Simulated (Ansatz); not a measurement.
# TiAl (Pm-3m) in Ansatz: reference runs

How does TiAl come out in PBEsol? The cell is run as given and disturbed.

Everything below comes from runs of Ansatz 0.2.0. Logs are shortened: lines on timing, memory, paths and dates and some standing lists are left out, and cuts for length are marked.

## (1) The structure

It takes space group Pm-3m (No. 221, cubic). The conventional cell has a = 3.179 Å, b = 3.179 Å, c = 3.179 Å, α = 90.00°, β = 90.00°, γ = 90.00°. Around Ti (site symmetry m-3m) lie 8 Al at 2.75 Å. Al (site symmetry m-3m) is surrounded by 8 Ti at 2.75 Å.

The cell comes from a database or a generator and needn't be the stable form of this composition.

## (2) Single point, PBEsol

input.yaml

```yaml
crystal:
  lattice:
    - [3.179064, 0.0, 0.0]
    - [0.0, 3.179064, 0.0]
    - [0.0, 0.0, 3.179064]
  atoms:
    - { symbol: Ti, position: [0.0, 0.0, 0.0] }
    - { symbol: Al, position: [0.5, 0.5, 0.5] }
kpoints:
  mp_grid: { grid: [8, 8, 8] }
scf:
  occupations: { method: fermi_dirac, width: 0.05 }
hamiltonian:
  xc: pbesol
  pseudopotentials: { kind: all_electron, lapw: { basis_error: 0.001 } }
output:
  forces: true
  stress: true
  eigenvalues: true
  populations: true
```

Potentials or basis: all-electron LAPW, scalar-relativistic.

The run is started by

```
ansatz run input.yaml --threads 1 --pin off --max-ram 3072MiB --backend cpu --events-out ev --progress --plain --runs-dir out
```

Standard output:

```text
Warning: RAYON_NUM_THREADS=1 ignored (pool sized by the plan → 1); use --threads N
Ti: projections on atomic orbitals take those of the free atom 1s2 2s2 2p6 3s2 3p6 3d2 4s2, of charge +0.00 (hamiltonian.pseudopotentials.projection_atoms)
Al: projections on atomic orbitals take those of the free atom 1s2 2s2 2p6 3s2 3p1, of charge +0.00 (hamiltonian.pseudopotentials.projection_atoms)
LAPW: plane waves up to 7.327 Å⁻¹, error target 1.0e-3 eV per atom; small_component_spin mean_spin; Al in spheres of 1.238 Å, 11 of its electrons in bands, Dirac shells []; Ti in spheres of 1.515 Å, 12 of its electrons in bands, Dirac shells [] (how accurate: hamiltonian.pseudopotentials.lapw.basis_error, Limitations)
Engine: ansatz 0.2.0, aarch64-unknown-linux-gnu
Pseudopotentials: kind: all_electron
Pseudopotential: Ti, LAPW, valence charge 12, lapw/all_electron/scalar/gaussian/Ti, Koelling and Harmon's equation, gaussian nucleus
Pseudopotential: Al, LAPW, valence charge 11, lapw/all_electron/scalar/gaussian/Al, Koelling and Harmon's equation, gaussian nucleus
Functional definition: PBEsol
  exchange = pbesol_x
  correlation = pbesol_c
Crystal: 2 atoms, lattice volume = 32.129 Å³
Basis set: ecut = 204.51278259218483 eV, 203 PW (Γ), exchange–correlation at level 2
Bands: 16, of which v1, the nominal top of the filled ones, is band 12 counted from 1 (11 counted from 0)
Symmetry: 48 space group operations
Space group: Pm-3m (ITA 221), of the structure as read, at distance tolerance 3.2e-5 Å
k-points: 35 of 512
Non-local potential: Ti, projectors of the file, none
Non-local potential: Al, projectors of the file, none
Initial density: superposition of atomic densities (chi_scale 0.1, normalization cell, long waves kept (reshape's long-wave potential 0.00 eV rms))
Initial wavefunctions: plane waves of lowest kinetic energy (no species holds an atomic orbital)
Functional: x = pbesol(κ = 0.804, μ = 0.12345679012345678), c = pbesol(β = 0.046)
iter 1 solved again at ethr=3.74e-4 eV; its pass at ethr=1.00e-1 eV (dr2=8.61e-2 eV) is discarded
SCF iter   1: F=—  HF=-29802.851069 eV  |F-HF|=—  |Δ(HF+E_count)|=         —  Δρ=1.90e-2  dr2=8.67e-2  ethr=3.74e-4  ⟨swp⟩=2.9  Hψ=4060  notcnv=0
preconditioner: auto → none  [metal: Δε(μ)=0.038 eV  Ē_g=5.547 eV  σ=0.050 eV  W_gap=0.19  n_scr=6 (ndim 8)  ℏωp=17.3 eV  f_vac=0.000  D(μ)=2.71/eV (n_scr^D=26)  sad-step TF]
SCF iter   2: F=—  HF=-29802.764830 eV  |F-HF|=—  |Δ(HF+E_count)|=   8.62e-2  Δρ=1.46e-2  dr2=1.16e-1  ethr=3.74e-4  ⟨swp⟩=2.8  Hψ=1776  notcnv=0
SCF iter   3: F=—  HF=-29802.704704 eV  |F-HF|=—  |Δ(HF+E_count)|=   6.01e-2  Δρ=6.92e-3  dr2=1.19e-2  ethr=3.74e-4  ⟨swp⟩=2.2  Hψ=1727  notcnv=0
SCF iter   4: F=—  HF=-29802.693556 eV  |F-HF|=—  |Δ(HF+E_count)|=   1.11e-2  Δρ=2.59e-3  dr2=1.74e-3  ethr=5.19e-5  ⟨swp⟩=2.0  Hψ=1587  notcnv=0
iter 5 solved again at ethr=2.58e-7 eV; its pass at ethr=7.55e-6 eV (dr2=5.92e-5 eV) is discarded
SCF iter   5: F=—  HF=-29802.692433 eV  |F-HF|=—  |Δ(HF+E_count)|=         —  Δρ=4.62e-4  dr2=5.94e-5  ethr=2.58e-7  ⟨swp⟩=2.0  Hψ=2695  notcnv=0
the basis was enlarged: its passes take 437.2 KiB over the memory plan, 1 of 1 planned eigensolver slots
SCF iter   6: F=—  HF=-29802.692414 eV  |F-HF|=—  |Δ(HF+E_count)|=   1.89e-5  Δρ=4.58e-5  dr2=5.94e-7  ethr=2.58e-7  ⟨swp⟩=2.0  Hψ=1575  notcnv=0
SCF iter   7: F=-29802.692414 eV  HF=-29802.692414 eV  |F-HF|=5.82e-10  |Δ(HF+E_count)|=   4.75e-9  Δρ=2.22e-6  dr2=1.25e-9  ethr=2.58e-9  ⟨swp⟩=2.0  Hψ=1575  notcnv=0
SCF 1 converged in 7 iterations: F = -29802.692414 eV  dr2 = 1.25e-9
SCF converged after 7 iterations
Free energy (F): -29802.692414 eV
Harris-Foulkes:  -29802.692414 eV  (|F-HF|=5.82e-10)
Internal energy: -29802.669042 eV  (E = F + TS)
E sigma→0 (E₀):  -29802.680728 eV
Entropy (-TS):   -0.023372 eV (-11.686 meV/atom)
Fermi energy:    12.533102 eV
--- Per-component energies (eV) ---
  E_band       = -634.965290
  E_kinetic    = 30034.006509
  E_xc         = -1616.380276
  E_electrostatic = -58220.295276  (all electrons and nuclei)
  E_smearing   = -0.023372  (= −TS)
  E_closure    = 0.000000  (closes the sum)
  E_atoms      = -29790.843840  (free atoms, spherical and without spin; not in F)
  Σ components = -29802.692414   (vs F -29802.692414, Δ=0.00e0)
  Basis errors (estimates in eV, not in F): energy 2.0e-4 per atom: plane waves 1.6e-4 (8.5e-5 summed), levels above the bands 2.8e-28, relativity 4.1e-9, radial functions 3.8e-5, core shells 5.6e-9; eigenvalues (radial functions only) 2.3e-6; not estimated: angular momenta, meshes, grids; target (lapw.basis_error) 1.0e-3; muffin-tin radii Al 1.238 Å, Ti 1.515 Å
--- Forces (eV/Å), atoms counted from 1 ---
  atom   1  Ti    -0.00000000     0.00000000    -0.00000000
  atom   2  Al     0.00000000    -0.00000000    -0.00000000
  max |Σ_I F_I| component: 9.86e-32 eV/Å
--- Stress (GPa, compression-positive) ---
       -2.413138      -0.000000       0.000000
       -0.000000      -2.413138       0.000000
        0.000000       0.000000      -2.413138
  P = ⅓ Tr σ = -2.4131 GPa (-24.131 kbar)
--- Band table (eV; the first three rows and the last of 35) ---
  k-point 0: bands = ["-90.0036", "-51.6784", "-51.6784", "-51.6784", "-44.1019", "-20.4137", "-20.4137", "-20.4137", "3.2738", "11.1004", "11.1004", "14.3313", "14.3313", "14.3313", "16.9424", "16.9424"]
  k-point 1: bands = ["-90.0036", "-51.6788", "-51.6783", "-51.6783", "-44.0996", "-20.4395", "-20.4114", "-20.4114", "3.5226", "10.9493", "11.2106", "13.9479", "13.9479", "14.3605", "16.0957", "17.5094"]
  k-point 2: bands = ["-90.0035", "-51.6800", "-51.6782", "-51.6782", "-44.0941", "-20.5015", "-20.4060", "-20.4060", "4.2475", "10.1666", "11.5002", "13.3083", "13.3083", "14.4320", "15.2961", "18.7232"]
  k-point 34: bands = ["-90.0031", "-51.6810", "-51.6810", "-51.6810", "-44.0576", "-20.5419", "-20.5419", "-20.5419", "9.4381", "9.4381", "9.4381", "13.1750", "15.3618", "15.3618", "15.4470", "15.4470"]
--- Löwdin populations: 2 sites ---
  site symbol       q [e]
     0     Ti     21.4870
     1     Al     13.4252
  spilling = 0.002509 (of n_electrons = 35.000000)
```

populations.tsv:

```text
# site	symbol	l	j	q
# orbitals = lowdin
# n_electrons = 35.000000
# spilling = 0.002509
# projection_atom_Ti: 1s2 2s2 2p6 3s2 3p6 3d2 4s2
# projection_atom_Al: 1s2 2s2 2p6 3s2 3p1
0	Ti	0_1S	-	1.999952
0	Ti	0_2S	-	1.997236
0	Ti	0_3S	-	1.934617
0	Ti	0_4S	-	0.483297
0	Ti	1_2P	-	5.999965
0	Ti	1_3P	-	5.985577
0	Ti	2_3D	-	3.086375
1	Al	0_1S	-	1.999830
1	Al	0_2S	-	1.985784
1	Al	0_3S	-	1.025227
1	Al	1_2P	-	5.995815
1	Al	1_3P	-	2.418510
```

Run time: 4.3 s. Hardware: 1 thread of Arm Neoverse V2, shared host; peak memory 0.26 GiB.

Results:

- Free energy: -29802.6924 eV
- Pressure: -2.4 GPa
- Band gap on the k mesh: none (metal or under the smearing width)
- Loewdin charges: Ti +0.51; Al -0.43 e

Levels at points of the mesh, in eV from the Fermi level:
```tsv
k point	band 7	band 8	band 9	band 10	band 11	band 12	band 13	band 14	band 15	band 16
(0.00, 0.00, 0.00)	-32.95	-32.95	-9.26	-1.43	-1.43	1.80	1.80	1.80	4.41	4.41
(0.00, 0.00, -0.50)	-32.93	-32.93	-6.01	-5.19	-0.54	0.14	0.14	2.00	3.02	6.55
(0.00, -0.50, -0.50)	-33.10	-32.92	-5.01	-2.09	-2.09	-1.47	0.70	0.70	2.76	4.71
(-0.50, -0.50, -0.50)	-33.07	-33.07	-3.09	-3.09	-3.09	0.64	2.83	2.83	2.91	2.91
```

## (3) Single point, PBEsol (atoms moved at random, drawn with an rms of 0.05 Å)

Changes to input.yaml since step 2:

```diff
@@ -6,4 +6,4 @@
   atoms:
-    - { symbol: Ti, position: [0.0, 0.0, 0.0] }
-    - { symbol: Al, position: [0.5, 0.5, 0.5] }
+    - { symbol: Ti, position: [-0.001144, 0.00758, 0.001704] }
+    - { symbol: Al, position: [0.509305, 0.50647, 0.500621] }
 kpoints:
```

Potentials or basis: all-electron LAPW, scalar-relativistic.

The run is started by

```
ansatz run input.yaml --threads 1 --pin off --max-ram 3072MiB --backend cpu --events-out ev --progress --plain --runs-dir out
```

Standard output:

```text
Warning: the atoms were moved onto the symmetric positions of the space group found under crystal.symmetry.tolerance 1.0e-5 (fractional; no operation is sought that the atoms, as they stand in a round, miss by more than twice it, and no atom is moved by as much as it), and the run uses the moved positions. Before a round's move an operation carried an atom to 6.07e-5 Å from where it should land, the largest such distance. Atom 0 (counting from 0) moved farthest, by 3.03e-5 Å; the longest move in fractions of the cell, of whichever atom, is 0.95 of the tolerance, in 1 round. To run the atoms as typed, lower crystal.symmetry.tolerance until the operations that they miss are no longer found, or set crystal.symmetry.detect: false (a key that needs symmetry detection or time reversal refuses this as the deck is read). The positions used, in the order of the run's atom list: position: [-0.001144, 0.007573249999999999, 0.0017107499999999818]; position: [0.509305, 0.50647675, 0.50061425];
Warning: RAYON_NUM_THREADS=1 ignored (pool sized by the plan → 1); use --threads N
Ti: projections on atomic orbitals take those of the free atom 1s2 2s2 2p6 3s2 3p6 3d2 4s2, of charge +0.00 (hamiltonian.pseudopotentials.projection_atoms)
Al: projections on atomic orbitals take those of the free atom 1s2 2s2 2p6 3s2 3p1, of charge +0.00 (hamiltonian.pseudopotentials.projection_atoms)
LAPW: plane waves up to 7.393 Å⁻¹, error target 1.0e-3 eV per atom; small_component_spin mean_spin; Al in spheres of 1.231 Å, 11 of its electrons in bands, Dirac shells []; Ti in spheres of 1.499 Å, 12 of its electrons in bands, Dirac shells [] (how accurate: hamiltonian.pseudopotentials.lapw.basis_error, Limitations)
[... 7 set-up lines as earlier in the session ...]
Crystal: 2 atoms, lattice volume = 32.129 Å³
Basis set: ecut = 208.24284033493606 eV, 203 PW (Γ), exchange–correlation at level 2
Bands: 16, of which v1, the nominal top of the filled ones, is band 12 counted from 1 (11 counted from 0)
Symmetry: 2 space group operations
Space group: Cm (ITA 8), of the structure as read, at distance tolerance 3.2e-5 Å
k-points: 150 of 512 (time reversal used)
[... 5 set-up lines as earlier in the session ...]
iter 1 solved again at ethr=4.01e-4 eV; its pass at ethr=1.00e-1 eV (dr2=9.22e-2 eV) is discarded
SCF iter   1: F=—  HF=-29802.848029 eV  |F-HF|=—  |Δ(HF+E_count)|=         —  Δρ=1.95e-2  dr2=9.31e-2  ethr=4.01e-4  ⟨swp⟩=2.9  Hψ=17291  notcnv=0
preconditioner: auto → none  [metal: Δε(μ)=0.036 eV  Ē_g=5.547 eV  σ=0.050 eV  W_gap=0.18  n_scr=6 (ndim 8)  ℏωp=17.3 eV  f_vac=0.000  D(μ)=2.71/eV (n_scr^D=26)  sad-step TF]
SCF iter   2: F=—  HF=-29802.760174 eV  |F-HF|=—  |Δ(HF+E_count)|=   8.79e-2  Δρ=1.47e-2  dr2=1.17e-1  ethr=4.01e-4  ⟨swp⟩=2.9  Hψ=7648  notcnv=0
SCF iter   3: F=—  HF=-29802.701242 eV  |F-HF|=—  |Δ(HF+E_count)|=   5.89e-2  Δρ=7.08e-3  dr2=1.27e-2  ethr=4.01e-4  ⟨swp⟩=2.2  Hψ=7390  notcnv=0
SCF iter   4: F=—  HF=-29802.690161 eV  |F-HF|=—  |Δ(HF+E_count)|=   1.11e-2  Δρ=2.68e-3  dr2=1.90e-3  ethr=5.54e-5  ⟨swp⟩=2.0  Hψ=6803  notcnv=0
iter 5 solved again at ethr=2.85e-7 eV; its pass at ethr=8.27e-6 eV (dr2=6.55e-5 eV) is discarded
SCF iter   5: F=—  HF=-29802.688982 eV  |F-HF|=—  |Δ(HF+E_count)|=         —  Δρ=4.84e-4  dr2=6.56e-5  ethr=2.85e-7  ⟨swp⟩=2.0  Hψ=11588  notcnv=0
the basis was enlarged: its passes take 413.2 KiB over the memory plan, 1 of 1 planned eigensolver slots
SCF iter   6: F=—  HF=-29802.688962 eV  |F-HF|=—  |Δ(HF+E_count)|=   2.02e-5  Δρ=5.08e-5  dr2=7.94e-7  ethr=2.85e-7  ⟨swp⟩=2.0  Hψ=6769  notcnv=0
SCF iter   7: F=-29802.688962 eV  HF=-29802.688962 eV  |F-HF|=1.11e-8  |Δ(HF+E_count)|=   3.47e-8  Δρ=5.27e-6  dr2=1.29e-8  ethr=3.45e-9  ⟨swp⟩=2.0  Hψ=6772  notcnv=0
SCF 1 converged in 7 iterations: F = -29802.688962 eV  dr2 = 1.29e-8
SCF converged after 7 iterations
Free energy (F): -29802.688962 eV
Harris-Foulkes:  -29802.688962 eV  (|F-HF|=1.11e-8)
Internal energy: -29802.665587 eV  (E = F + TS)
E sigma→0 (E₀):  -29802.677275 eV
Entropy (-TS):   -0.023375 eV (-11.687 meV/atom)
Fermi energy:    12.532435 eV
--- Per-component energies (eV) ---
  E_band       = -634.964833
  E_kinetic    = 30034.028759
  E_xc         = -1616.384298
  E_electrostatic = -58220.310048  (all electrons and nuclei)
  E_smearing   = -0.023375  (= −TS)
  E_closure    = 0.000000  (closes the sum)
  E_atoms      = -29790.843840  (free atoms, spherical and without spin; not in F)
  Σ components = -29802.688962   (vs F -29802.688962, Δ=0.00e0)
  Basis errors (estimates in eV, not in F): energy 2.0e-4 per atom: plane waves 1.7e-4 (8.7e-5 summed), levels above the bands 2.7e-28, relativity 4.2e-9, radial functions 3.6e-5, core shells 7.9e-9; eigenvalues (radial functions only) 1.8e-6; not estimated: angular momenta, meshes, grids; target (lapw.basis_error) 1.0e-3; muffin-tin radii Al 1.231 Å, Ti 1.499 Å
--- Forces (eV/Å), atoms counted from 1 ---
  atom   1  Ti     0.20516112    -0.02158858    -0.02158858
  atom   2  Al    -0.20515316     0.02158790     0.02158790
  max |Σ_I F_I| component: 7.96e-6 eV/Å
--- Stress (GPa, compression-positive) ---
       -2.402002      -0.009156      -0.009156
       -0.009156      -2.352242       0.000957
       -0.009156       0.000957      -2.352242
  P = ⅓ Tr σ = -2.3688 GPa (-23.688 kbar)
--- Band table (eV; the first three rows and the last of 150) ---
  k-point 0: bands = ["-90.0033", "-51.6781", "-51.6780", "-51.6780", "-44.1019", "-20.4138", "-20.4138", "-20.4137", "3.2741", "11.0993", "11.0993", "14.3298", "14.3305", "14.3307", "16.9437", "16.9437"]
  k-point 1: bands = ["-90.0033", "-51.6785", "-51.6780", "-51.6780", "-44.0996", "-20.4396", "-20.4115", "-20.4115", "3.5229", "10.9484", "11.2094", "13.9462", "13.9479", "14.3601", "16.0948", "17.5106"]
  k-point 2: bands = ["-90.0032", "-51.6797", "-51.6779", "-51.6779", "-44.0941", "-20.5016", "-20.4061", "-20.4060", "4.2477", "10.1662", "11.4991", "13.3067", "13.3090", "14.4315", "15.2951", "18.7245"]
  k-point 149: bands = ["-90.0028", "-51.6806", "-51.6806", "-51.6806", "-44.0575", "-20.5420", "-20.5420", "-20.5419", "9.4366", "9.4386", "9.4386", "13.1751", "15.3614", "15.3615", "15.4453", "15.4453"]
--- Löwdin populations: 2 sites ---
  site symbol       q [e]
     0     Ti     21.4872
     1     Al     13.4250
  spilling = 0.002509 (of n_electrons = 35.000000)
```

populations.tsv:

```text
# site	symbol	l	j	q
# orbitals = lowdin
# n_electrons = 35.000000
# spilling = 0.002509
# projection_atom_Ti: 1s2 2s2 2p6 3s2 3p6 3d2 4s2
# projection_atom_Al: 1s2 2s2 2p6 3s2 3p1
0	Ti	0_1S	-	1.999952
0	Ti	0_2S	-	1.997234
0	Ti	0_3S	-	1.934577
0	Ti	0_4S	-	0.483320
0	Ti	1_2P	-	5.999965
0	Ti	1_3P	-	5.985550
0	Ti	2_3D	-	3.086612
1	Al	0_1S	-	1.999830
1	Al	0_2S	-	1.985771
1	Al	0_3S	-	1.025361
1	Al	1_2P	-	5.995812
1	Al	1_3P	-	2.418204
```

Wall time 24 s (1 thread of Arm Neoverse V2, shared host); peak memory 0.35 GiB.

Results:

```
Free energy            : -29802.6890 eV
Pressure               : -2.4 GPa
Largest force          : 0.207 eV/Å
Band gap on the k mesh : none (metal or under the smearing width)
Loewdin charges        : Ti +0.51; Al -0.42 e
```

Forces on the atoms (eV/Å):
```
Ti   0.205 -0.022 -0.022
Al  -0.205  0.022  0.022
```

Levels at points of the mesh, in eV from the Fermi level:
```tsv
k point	band 7	band 8	band 9	band 10	band 11	band 12	band 13	band 14	band 15	band 16
(0.00, 0.00, 0.00)	-32.95	-32.95	-9.26	-1.43	-1.43	1.80	1.80	1.80	4.41	4.41
(0.00, 0.00, -0.50)	-32.93	-32.93	-6.01	-5.19	-0.54	0.14	0.14	2.00	3.02	6.55
(0.00, -0.50, -0.50)	-33.10	-32.92	-5.01	-2.09	-2.09	-1.47	0.70	0.70	2.77	4.71
(-0.50, 0.00, 0.00)	-32.93	-32.93	-6.01	-5.18	-0.55	0.14	0.14	2.00	3.02	6.55
(-0.50, 0.00, -0.50)	-33.10	-32.92	-5.01	-2.09	-2.09	-1.47	0.70	0.70	2.76	4.71
(-0.50, -0.50, -0.50)	-33.07	-33.07	-3.10	-3.09	-3.09	0.64	2.83	2.83	2.91	2.91
```
